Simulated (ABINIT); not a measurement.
Runs of ABINIT 10.8.3 (patched build) on ZnS. The structure is cubic, space group F-43m (No. 216). The conventional cell has a = 5.404 Å, b = 5.404 Å, c = 5.404 Å, α = 90.00°, β = 90.00°, γ = 90.00°. Zn (site symmetry -43m) is surrounded by 4 S at 2.34 Å. S (site symmetry -43m) has 4 Zn at 2.34 Å as nearest neighbours. 

```tsv
task	level	potentials or basis	k mesh	cutoff (eV)	fine-grid cutoff	mesh quality	gap on the mesh (eV)	V0 of scaled cells (Å³/atom)	B0 (GPa)
band structure	PBE	SPMS NC PBE v1.0	9 × 9 × 9	925	-	not flagged	(b)	-	-
single point	PBEsol	JTH PAW PBE v2.0	12 × 12 × 12	544	1088.46 eV	not flagged	1.96	-	-
single point	LDA	JTH PAW LDA v2.0	12 × 12 × 12	544	1088.46 eV	not flagged	1.84	-	-
band structure	LDA-VWN	JTH PAW LDA v2.0	9 × 9 × 9	544	1088.46 eV	not flagged	1.85	-	-
single point	PBEsol	JTH PAW PBE v2.0	5 × 5 × 5	544	1088.46 eV	not flagged	1.95	-	-
band structure	LDA-Teter	JTH PAW LDA v2.0	9 × 9 × 9	544	1088.46 eV	not flagged	1.84	-	-
equation of state	PBE	JTH PAW PBE v2.0	9 × 9 × 9	544	1088.46 eV	not flagged	-	20.15	70
band structure	revPBE	JTH PAW PBE v2.0	9 × 9 × 9	544	1088.46 eV	not flagged	2.22	-	-
equation of state	r2SCAN	JTH PAW PBE v2.0	9 × 9 × 9	707	1306.15 eV	not flagged	-	19.59	79
single point	PBE	JTH PAW PBE v2.0	4 × 4 × 4	544	1088.46 eV	coarse	2.09	-	-
equation of state	revPBE+D3	JTH PAW PBE v2.0	9 × 9 × 9	544	1088.46 eV	not flagged	-	19.19	(a)
single point	r2SCAN	JTH PAW PBE v2.0	5 × 5 × 5	653	1251.72 eV	not flagged	2.64	-	-
```

Alike in all rows: no spin polarisation; cell as given; smearing fermi-dirac 0.05 eV.

Problem. Fill in the values left out.

Solution. (a) 84; (b) 2.11.

Caveats: some runs use coarse meshes; the PAW data sets were made with another functional, which shifts forces and pressure a little (some runs); an odd mesh through Γ misses points on the zone boundary, where band edges often lie (some runs); pressures at fixed basis lie under the slope of the energies (some runs).

Not every run made on this cell is shown here.
